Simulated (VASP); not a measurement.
# Ba (Pm-3m) in VASP: further runs

One crystal, Ba, is run at these levels: PBE; tasks: single point.

Program: VASP 6.6.1. These are calculated values, not measurements. Logs are shortened: lines on timing, memory, paths and dates and some standing lists are left out, and cuts for length are marked.

### Step 1. Starting point

It takes space group Pm-3m (No. 221, cubic). The conventional cell has a = 3.918 Å, b = 3.918 Å, c = 3.918 Å, α = 90.00°, β = 90.00°, γ = 90.00°. Ba (site symmetry m-3m) has 6 Ba at 3.92 Å as nearest neighbours.

This isn't the form of Ba at room conditions, which is bcc.

### Step 2. Single point, PBE

INCAR reads:

```
PREC = Accurate
ENCUT = 450
EDIFF = 1E-6
ISMEAR = 1
SIGMA = 0.05
LREAL = F
LASPH = T
NELM = 100
ALGO = Normal
ISIF = 2
LWAVE = F
LCHARG = F
GGA = PE
ADDGRID = F
```

KPOINTS reads:

```
regular mesh
0
Gamma
  11 11 11
```

POSCAR reads:

```
Ba
1.0
    3.9177175405      0.0000000000      0.0000000000
    0.0000000000      3.9177175405      0.0000000000
    0.0000000000      0.0000000000      3.9177175405
Ba
1
Direct
    0.0000000000      0.0000000000      0.0000000000
```

Potentials or basis: VASP PAW PBE potentials, release 64 (Ba_sv).

Started as:

```console
cat potpaw_PBE.64/Ba_sv/POTCAR > POTCAR
mpirun -np 1 vasp_std > vasp.out
```

OUTCAR:

```text
PREC = Accurate
   ENCUT = 450
   EDIFF = 1E-6
   ISMEAR = 1
   LREAL = F
   LASPH = T
   NELM = 100
   ISIF = 2
   GGA = PE

 Found     56 irreducible k-points:

 Following reciprocal coordinates:
            Coordinates               Weight
  0.000000  0.000000  0.000000      1.000000
  0.090909  0.000000  0.000000      6.000000
  0.181818  0.000000  0.000000      6.000000
  0.272727  0.000000  0.000000      6.000000
  0.363636  0.000000  0.000000      6.000000
  0.454545  0.000000  0.000000      6.000000
   k-points           NKPTS =     56   k-points in BZ     NKDIM =     56   number of bands    NBANDS=      9
   number of dos      NEDOS =    301   number of ions     NIONS =      1
   total plane-waves  NPLWV =  21952
   dimension x,y,z NGX =    28 NGY =   28 NGZ =   28
   dimension x,y,z NGXF=    56 NGYF=   56 NGZF=   56
   ions per type =               1
   NGX,Y,Z   is equivalent  to a cutoff of  11.88, 11.88, 11.88 a.u.
   NGXF,Y,Z  is equivalent  to a cutoff of  23.76, 23.76, 23.76 a.u.
 SYSTEM =  unknown system
   PREC   = accura    normal or accurate (medium, high low for compatibility)
   ISTART =      0    job   : 0-new  1-cont  2-samecut
   ICHARG =      2    charge: 1-file 2-atom 10-const
   ISPIN  =      1    spin polarized calculation?
   LNONCOLLINEAR =      F non collinear calculations
   LSORBIT =      F    spin-orbit coupling
   LASPH  =      T    aspherical Exc in radial PAW
   ENCUT  =  450.0 eV  33.07 Ry    5.75 a.u.   6.78  6.78  6.78*2*pi/ulx,y,z
   NELM   =    100;   NELMIN=  2; NELMDL= -5     # of ELM steps
   EDIFF  = 0.1E-05   stopping-criterion for ELM
   LREAL  =      F    real-space projection
   EDIFFG = 0.1E-04   stopping-criterion for IOM
   NSW    =      0    number of steps for IOM
   IBRION =     -1    ionic relax: 0-MD 1-quasi-New 2-CG
   NFREE  =      0    steps in history (QN), initial steepest desc. (CG)
   ISIF   =      2    stress and relaxation
   ISYM   =      2    0-nonsym 1-usesym 2-fastsym
   POTIM  = 0.5000    time-step for ionic-motion
   TEBEG  =    0.0;   TEEND  =   0.0 temperature during run
   PSTRESS=    0.0 pullay stress
   NELECT =      10.0000    total number of electrons
   NUPDOWN=      -1.0000    fix difference up-down
   EMIN   =  10.00;   EMAX   =-10.00  energy-range for DOS
   EFERMI =   0.00;   METHOD = LEGACY
   ISMEAR =     1;   SIGMA  =   0.05  broadening in eV -4-tet -1-fermi 0-gaus
   EFERMI_NEDOS =   21; number of points for ismear=-14 and -15
   IALGO  =     38    algorithm
   IMIX   =      4    mixing-type and parameters
     AMIX     =   0.40;   BMIX     =  1.00
     AMIX_MAG =   1.60;   BMIX_MAG =  1.00
  volume/ion in A,a.u.               =      60.13       405.78
  Fermi-wavevector in a.u.,A,eV,Ry     =   0.900275  1.701272 11.027448  0.810495
  Thomas-Fermi vector in A             =   2.023212
   LORBIT       =      0    0 simple, 1 ext, 2 COOP (PROOUT), +10 PAW based schemes
   GGA     = PE    functional components
   LHFCALC =     F    Hartree Fock is set to
   AEXX    =    0.0000 exact exchange contribution
   IVDW    =     0    specifies the selected vdW correction
   LEPSILON=     F    determine dielectric tensor
   LRPA    =     F    only Hartree local field effects (RPA)
 non-spin polarized calculation
 Methfessel and Paxton  Order N= 1 SIGMA  =   0.05
  energy-cutoff  :      450.00
  volume of cell :       60.13
 maximum number of plane-waves:      1334
 NGX is ok and might be reduce to    28
   NGX = 13   NGY = 13   NGZ = 13

 number of electron      10.0000000 magnetization

 number of electron       9.9999999 magnetization

 Free energy of the ion-electron system (eV)
  ---------------------------------------------------
  ext. energy  EPLUGINS =         0.00000000
  ---------------------------------------------------
  free energy    TOTEN  =        -1.59788790 eV

  energy without entropy =       -1.59793818  energy(sigma->0) =       -1.59790466

 E-fermi :   1.6975     XC(G=0):  -7.5445

 val. band max:        1.6624107709   @ k =   0.4545   0.1818   0.1818
 cond. band min:       1.7315176050   @ k =   0.4545   0.4545   0.4545
 fundamental gap:      0.0691068341
 Fermi energy:         1.6975284589

 k-point     1 :       0.0000    0.0000    0.0000
  band No.  band energies     occupation
      1     -27.4116      2.00000
      2     -12.2238      2.00000
      3     -12.2238      2.00000
      4     -12.2238      2.00000
      5      -0.8524      2.00000
      6       1.7581     -0.07086
      7       1.7581     -0.07086
      8       6.7013      0.00000
      9       6.7013      0.00000

 k-point     2 :       0.0909    0.0000    0.0000
  band No.  band energies     occupation
      1     -27.4066      2.00000
      2     -12.2899      2.00000
      3     -12.2182      2.00000
      4     -12.2182      2.00000
      5      -0.7249      2.00000
      6       1.7977     -0.01583
      7       1.8919     -0.00000
      8       6.3697      0.00000
      9       6.3699      0.00000

 k-point     3 :       0.1818    0.0000    0.0000
  band No.  band energies     occupation
      1     -27.3929      2.00000
      2     -12.4615      2.00000
      3     -12.2031      2.00000
      4     -12.2031      2.00000
      5      -0.3830      2.00000
      6       1.9088     -0.00000
      7       2.2520     -0.00000
      8       5.7227      0.00000
      9       5.7228      0.00000

 k-point     4 :       0.2727    0.0000    0.0000
  band No.  band energies     occupation
      1     -27.3748      2.00000
      2     -12.6748      2.00000
      3     -12.1832      2.00000
      4     -12.1832      2.00000
      5       0.0852      2.00000
      6       2.0666     -0.00000
      7       2.6555     -0.00000
      8       5.1091      0.00000
      9       5.1091      0.00000

 k-point     5 :       0.3636    0.0000    0.0000
  band No.  band energies     occupation
      1     -27.3581      2.00000
      2     -12.8610      2.00000
      3     -12.1647      2.00000
      4     -12.1647      2.00000
      5       0.5896      2.00000
      6       2.2268     -0.00000
      7       2.7807      0.00000
      8       4.6588      0.00000
      9       4.6588      0.00000

 k-point     6 :       0.4545    0.0000    0.0000
  band No.  band energies     occupation
      1     -27.3481      2.00000
      2     -12.9676      2.00000
      3     -12.1537      2.00000
      4     -12.1537      2.00000
      5       0.9880      2.00000
      6       2.3307     -0.00000
      7       2.6217     -0.00000
      8       4.4236      0.00000
      9       4.4236      0.00000

 [... further k-points ...]
[... 5 lines left out ...]
  --------------------------------------------------------------------------------------
  -------------------------------------------------------------------------------------
  Total        0.1398958      0.1398958      0.1398958      0.0000000     -0.0000000      0.0000000
  in kB        3.7274861      3.7274861      3.7274861      0.0000000     -0.0000000      0.0000000
  external PRESSURE =       3.7274861 kB  Pullay stress =       0.0000000 kB

 VOLUME and BASIS-vectors are now :
 -----------------------------------------------------------------------------
  energy-cutoff  :      450.00
  volume of cell :       60.13
      direct lattice vectors                 reciprocal lattice vectors
     3.917717540  0.000000000  0.000000000     0.255250663  0.000000000  0.000000000
     0.000000000  3.917717540  0.000000000     0.000000000  0.255250663  0.000000000
     0.000000000  0.000000000  3.917717540     0.000000000  0.000000000  0.255250663

 POSITION                                       TOTAL-FORCE (eV/Angst)
 -----------------------------------------------------------------------------------
      0.00000      0.00000      0.00000         0.000000      0.000000      0.000000
 -----------------------------------------------------------------------------------
    total drift:                               -0.000000      0.000000     -0.000000

  FREE ENERGIE OF THE ION-ELECTRON SYSTEM (eV)
  ---------------------------------------------------
  free  energy   TOTEN  =        -1.5978878990 eV

  energy  without entropy=       -1.5979381810  energy(sigma->0) =       -1.59790466
```

Run time: 15 s. Hardware: 1 thread of Intel Xeon Platinum 8259CL at 2.50GHz (Skylake/Cascade Lake), shared host; peak memory 0.17 GiB.

These settings aren't checked as converged: the numbers below hold their error.

Results:

| Item | Value |
| --- | --- |
| Free energy | -1.5979 eV |
| Pressure | 0.4 GPa |
| Band gap on the k mesh | 0.07 eV, indirect (least direct gap 0.09 eV) |

Caveat: spin-orbit coupling is left out, which moves the levels of the heavy elements; an odd mesh through Γ misses points on the zone boundary, where band edges often lie.

### Step 3. Single point, PBE

INCAR is that of step 2.

KPOINTS is that of step 2.

POSCAR reads:

```
Ba
1.0
    3.9784390000     -0.0454340000      0.0410850000
   -0.0454340000      3.9110040000      0.0402290000
    0.0410850000      0.0402290000      3.8659060000
Ba
1
Direct
   -0.0007550000      0.0095990000     -0.0077320000
```

Potentials or basis: VASP PAW PBE potentials, release 64 (Ba_sv).

Started as:

```console
cat potpaw_PBE.64/Ba_sv/POTCAR > POTCAR
mpirun -np 1 vasp_std > vasp.out
```

Run time: 2.6 min. Hardware: 1 thread of Intel Xeon Platinum 8259CL at 2.50GHz (Skylake/Cascade Lake), shared host; peak memory 0.41 GiB.

The run converged, but some of its settings lie outside the range that counts as converged, so its numbers aren't taken as properties of the crystal.

What came out:

* Free energy: -1.5969 eV
* Pressure: 0.4 GPa
* Band gap on the k mesh: none (metal or under the smearing width)

### Step 4. Single point, PBE

Edit INCAR of step 3 so:

```diff
@@ -4,3 +4,3 @@
 ISMEAR = 1
-SIGMA = 0.05
+SIGMA = 0.02
 LREAL = F
```

KPOINTS is that of step 3.

POSCAR reads:

```
Ba
1.0
    3.9177175405      0.0000000000      0.0000000000
    0.0000000000      3.9177175405      0.0000000000
    0.0000000000      0.0000000000      3.9177175405
Ba
1
Direct
    0.0000000000      0.0000000000      0.0000000000
```

Started as:

```console
cat potpaw_PBE.64/Ba_sv/POTCAR > POTCAR
mpirun -np 1 vasp_std > vasp.out
```

It took 18 s on 1 thread of Intel Xeon Platinum 8259CL at 2.50GHz (Skylake/Cascade Lake), shared host; peak memory 0.17 GiB.

These settings aren't checked as converged: the numbers below hold their error.

Results:

```yaml
Free_energy: -1.5980 eV
Pressure: 0.4 GPa
Band_gap_on_the_k_mesh: 0.07 eV, indirect (least direct gap 0.09 eV)
```

Caveat: spin-orbit coupling is left out, which moves the levels of the heavy elements; an odd mesh through Γ misses points on the zone boundary, where band edges often lie.

### Step 5. Single point, PBE

INCAR is that of step 4.

KPOINTS is that of step 4.

POSCAR reads:

```
Ba
1.0
    3.9784390000     -0.0454340000      0.0410850000
   -0.0454340000      3.9110040000      0.0402290000
    0.0410850000      0.0402290000      3.8659060000
Ba
1
Direct
   -0.0007550000      0.0095990000     -0.0077320000
```

Started as:

```console
cat potpaw_PBE.64/Ba_sv/POTCAR > POTCAR
mpirun -np 1 vasp_std > vasp.out
```

It took 2.8 min on 1 thread of Intel Xeon Platinum 8259CL at 2.50GHz (Skylake/Cascade Lake), shared host; peak memory 0.41 GiB.

The run converged, but some of its settings lie outside the range that counts as converged, so its numbers aren't taken as properties of the crystal.

What came out:

```yaml
Free_energy: -1.5969 eV
Pressure: 0.4 GPa
Band_gap_on_the_k_mesh: none (metal or under the smearing width)
```

### Step 6. Single point, PBE

Edit INCAR of step 5 so:

```diff
@@ -1,2 +1,2 @@
-PREC = Accurate
+PREC = Low
 ENCUT = 450
@@ -4,3 +4,3 @@
 ISMEAR = 1
-SIGMA = 0.02
+SIGMA = 0.2
 LREAL = F
```

KPOINTS is that of step 5.

POSCAR reads:

```
Ba
1.0
    3.9177175405      0.0000000000      0.0000000000
    0.0000000000      3.9177175405      0.0000000000
    0.0000000000      0.0000000000      3.9177175405
Ba
1
Direct
    0.0000000000      0.0000000000      0.0000000000
```

Potentials or basis: VASP PAW PBE potentials, release 64 (Ba_sv).

Started as:

```console
cat potpaw_PBE.64/Ba_sv/POTCAR > POTCAR
mpirun -np 1 vasp_std > vasp.out
```

Run time: 8.4 s. Hardware: 1 thread of Intel Xeon Platinum 8259CL at 2.50GHz (Skylake/Cascade Lake), shared host; peak memory 0.13 GiB.

These settings aren't checked as converged: the numbers below hold their error.

Results:

```yaml
Free_energy: -1.5957 eV
Pressure: 0.3 GPa
Band_gap_on_the_k_mesh: 0.07 eV, indirect (least direct gap 0.09 eV)
```

Caveat: spin-orbit coupling is left out, which moves the levels of the heavy elements; an odd mesh through Γ misses points on the zone boundary, where band edges often lie.

### Step 7. The reference run

An earlier run on the cell as given: functional PBE; potentials or basis VASP PAW PBE potentials, release 64 (Ba_sv); cutoff 520 eV; k mesh 7 × 7 × 7; occupations fermi-dirac, width 0.05 eV; no spin polarisation.

* Pressure: 0.4 GPa
* Band gap on the k mesh: 0.15 eV, indirect (least direct gap 0.22 eV)
